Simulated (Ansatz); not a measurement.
# Pb: strong compression

How does Pb (diamond type) answer strong compression? The runs shown use PAW. Its runs: cell relaxed at zero pressure (PAW); volume scaled by 1 (PAW); volume scaled by 0.9 (PAW and PAW (partial_waves polarizable)); volume scaled by 0.8 (PAW); volume scaled by 0.7 (PAW); volume scaled by 0.6 (PAW); volume scaled by 0.5 (PAW); volume scaled by 0.4 (PAW and PAW (source ansatz)).

Computed with Ansatz 0.2.0 (DFT PBE, with the methods named in each step, unless a step's input says otherwise).

## 1. Starting point

The structure is cubic, space group Fd-3m (No. 227). The conventional cell has a = 6.834 Å, b = 6.834 Å, c = 6.834 Å, α = 90.00°, β = 90.00°, γ = 90.00°. Pb (site symmetry -43m) is surrounded by 4 Pb at 2.96 Å.

As a file:

```
Pb
1.0
     0.00000    3.41689    3.41689
     3.41689    0.00000    3.41689
     3.41689    3.41689    0.00000
Pb
2
Direct
  0.87500 0.87500 0.87500
  0.12500 0.12500 0.12500
```

Whether this phase is the stable one at these pressures isn't tested.

Atoms are numbered in the order of the input: Pb1, Pb2.

## 2. Cell relaxed at zero pressure, PAW

input.yaml

```yaml
crystal:
  lattice:
    - [0.0, 3.4168854378, 3.4168854378]
    - [3.4168854378, 0.0, 3.4168854378]
    - [3.4168854378, 3.4168854378, 0.0]
  atoms:
    - { symbol: Pb, position: [-0.125, -0.125, -0.125] }
    - { symbol: Pb, position: [0.125, 0.125, 0.125] }
kpoints:
  mp_grid: { grid: [11, 11, 11] }
scf:
  occupations: { method: fermi_dirac, width: 0.1 }
hamiltonian:
  xc: pbe
  pseudopotentials: { kind: paw }
output:
  forces: true
  stress: true
relax:
  f_tol: 0.005
  max_steps: 40
  cell: {}
```

Command:

```console
$ ansatz run input.yaml --threads 1 --pin off --max-ram 2048MiB --backend cpu --events-out ev --progress --plain --runs-dir out
```

After this run come: Volume scaled by 1, PAW; Volume scaled by 0.9, PAW; Volume scaled by 0.9, PAW (partial_waves polarizable); Volume scaled by 0.8, PAW; Volume scaled by 0.7, PAW; Volume scaled by 0.6, PAW; Volume scaled by 0.5, PAW; Volume scaled by 0.4, PAW; Volume scaled by 0.4, PAW (source ansatz).

**Question.** What will these runs give? Wanted: PAW pressure at 0.4 of the volume; fitted bulk modulus at zero pressure.

**Answer**, as computed:

| quantity | value |
| --- | --- |
| PAW pressure at 0.4 of the volume | 217.9 GPa |
| fitted bulk modulus at zero pressure (PAW) | 25.4 GPa |
| its pressure derivative | 4.76 |

**Reading.** By PAW the pressure climbs to 218 GPa at 0.4 of the first volume. One third-order Birch-Murnaghan curve follows these points (B₀ = 25.4 GPa, B′ = 4.76, misfit at most 0.12 GPa). A fit over so wide a range leans to the high pressures, so B₀ can be off by several per cent. No all-electron run checks these rows here, and frozen cores can fail under such compression. The ions are at rest, and the electrons smeared by 0.1 eV. Spin-orbit coupling is left out, though the cell holds Pb; in elements this heavy it can shift bands and gaps by tenths of an eV.
